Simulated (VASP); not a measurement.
A run of VASP 6.6.1 is set up as follows.

File INCAR:

```
SYSTEM = AgCl
  PREC = Accurate
  ENCUT = 520
  EDIFF = 1E-7
  ISMEAR = 0
  SIGMA = 0.1
  LREAL = .FALSE.
  LASPH = .TRUE.
  NELM = 100
  ALGO = Normal
  ISIF = 2
  LWAVE = .FALSE.
  LCHARG = .FALSE.
  GGA = CA
  NBANDS = 16
```

The input KPOINTS:

```
regular mesh
0
G
  6 6 6
  0 0 0
```

POSCAR

```
AgCl
1.0
    0.0000000000      2.7350000000      2.7350000000
    2.7350000000      0.0000000000      2.7350000000
    2.7350000000      2.7350000000      0.0000000000
Ag Cl
1 1
Direct
    0.0000000000      0.0000000000      0.0000000000
    0.5000000000      0.5000000000      0.5000000000
```

Potentials or basis: VASP PAW LDA potentials, release 64 (Ag, Cl).

Run with:

```sh
$ cat potpaw_LDA.64/Ag/POTCAR potpaw_LDA.64/Cl/POTCAR > POTCAR
$ mpirun -np 1 vasp_std > vasp.out
```

Question: Estimate the band gap on the k mesh.

Answer: 0.64 eV, indirect (least direct gap 3.12 eV).

Question: Predict the pressure.

Answer: -3.7 GPa.

**Experimental background.**

A printed reference work, data compilation reports, for a bulk crystal of AgCl: band gap 3.249 eV (indirect).

Against the measured gap of AgCl, 3.249 eV (indirect; a printed reference work, data compilation), the calculated 0.64 eV is off by -2.61 eV. So large a miss can be the level of theory's own, or it may mean another phase, state or a wrong row. Spin-orbit coupling on Ag is left out. The value is that of LDA on a finite k mesh, which can miss the band edges, without temperature or zero-point motion. Semilocal functionals fall short of measured gaps as a rule.
